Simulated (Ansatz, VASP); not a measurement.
## NbAs in VASP and in Ansatz

File INCAR:

```
SYSTEM = NbAs
PREC = Accurate
ENCUT = 520
EDIFF = 1E-7
ISMEAR = 0
SIGMA = 0.02
LREAL = .FALSE.
LASPH = .TRUE.
NELM = 80
ALGO = Normal
ISIF = 2
LWAVE = .FALSE.
LCHARG = .FALSE.
GGA = PE
LOPTICS = .TRUE.
NBANDS = 42
NEDOS = 1000
CSHIFT = 0.05
```

KPOINTS

```
regular mesh
0
G
  11 11 11
  0 0 0
```

Contents of POSCAR:

```
NbAs
1.0
   -1.7258500000      1.7258500000      5.8400000000
    1.7258500000     -1.7258500000      5.8400000000
    1.7258500000      1.7258500000     -5.8400000000
Nb As
2 2
Direct
    0.5000000000      0.0000000000      0.5000000000
    0.7500000000      0.7500000000      0.0000000000
    0.9160000000      0.4160000000      0.5000000000
    0.1660000000      0.1660000000      0.0000000000
```

The input input.yaml:

```yaml
crystal:
  lattice:
    - [-1.72585, 1.72585, 5.84]
    - [1.72585, -1.72585, 5.84]
    - [1.72585, 1.72585, -5.84]
  atoms:
    - { symbol: Nb, position: [0.5, 0.0, 0.5] }
    - { symbol: Nb, position: [0.75, 0.75, 0.0] }
    - { symbol: As, position: [0.916, 0.416, 0.5] }
    - { symbol: As, position: [0.166, 0.166, 0.0] }
hamiltonian:
  xc: pbe
  pseudopotentials: { kind: paw }
kpoints:
  mp_grid: { grid: [11, 11, 11] }
scf:
  occupations: { method: gaussian, width: 0.02 }
output:
  forces: true
  stress: true
  eigenvalues: true
```

Alike in both runs: functional PBE; k mesh 11 × 11 × 11; occupations gaussian, width 0.02 eV; no spin polarisation.

|  | VASP | Ansatz |
| --- | --- | --- |
| version | VASP 6.6.1 | Ansatz 0.2.0 |
| potentials or method | VASP PAW PBE potentials, release 64 (Nb_sv, As) | Ansatz PAW |
| plane-wave cutoff (eV) | 520 | 420 |
| valence electrons in the cell | 36 | 56 |
| task | optical spectrum | single point |

|  | VASP | Ansatz | Ansatz less VASP |
| --- | --- | --- | --- |
| gap on the k mesh at the Fermi level (eV) | 0.02 | 0.02 | 0.000 |
| least direct gap on the mesh (eV) | 0.07 | 0.06 | -0.004 |
| pressure (GPa) | 3.3 | 3.3 | -0.02 |
| largest component of the traceless stress (GPa) | 0.38 | 0.41 | +0.030 |
| rms of the force components (eV/Å) | 0.175 | 0.174 | -0.0006 |

Atom by atom the forces differ by 0.001 eV/Å (rms over components). The functional is the same, so the differences come from potentials, cutoffs and numerics. The two sets of potentials don't hold the same shells in valence.

Caveats: spectra need much finer meshes, so this one isn't converged (VASP); independent-particle spectra lack excitons (VASP); an odd mesh through Γ misses points on the zone boundary, where band edges often lie (VASP); odd divisions of the mesh miss points on the zone boundary, where band edges often lie, so the gap on the mesh can be too wide (Ansatz).
